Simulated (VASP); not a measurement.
# C: kinetic-energy density

C, P6_3/mmc (no. 194), 4 atoms in the cell. PBE; PAW potentials C (PBE set).

## Input

INCAR:
```
PREC = Accurate
ENCUT = 520
EDIFF = 1E-7
ISMEAR = 0
SIGMA = 0.02
LREAL = F
LASPH = T
ALGO = Normal
NELM = 100
ISIF = 2
LWAVE = F
LCHARG = T
LTAU = T
```

KPOINTS:
```
k-points
0
Gamma
  10 10 6
```

POSCAR:
```
C
1.0
    2.5221000000      0.0000000000      0.0000000000
   -1.2610500000      2.1842026709      0.0000000000
    0.0000000000      0.0000000000      4.1186000000
C
4
Direct
    0.6666666667      0.3333333333      0.9375000000
    0.3333333333      0.6666666667      0.4375000000
    0.6666666667      0.3333333333      0.5625000000
    0.3333333333      0.6666666667      0.0625000000
```

Commands:
```
cat potpaw_PBE.64/C/POTCAR > POTCAR
mpirun -np 1 vasp_std > vasp.out
```

## Result

- Kinetic energy of the pseudo orbitals (eV): 383.49

VASP 6.6.1 took 6.8 s on 1 core (AMD EPYC 9R45 (Zen 5)), a shared host.
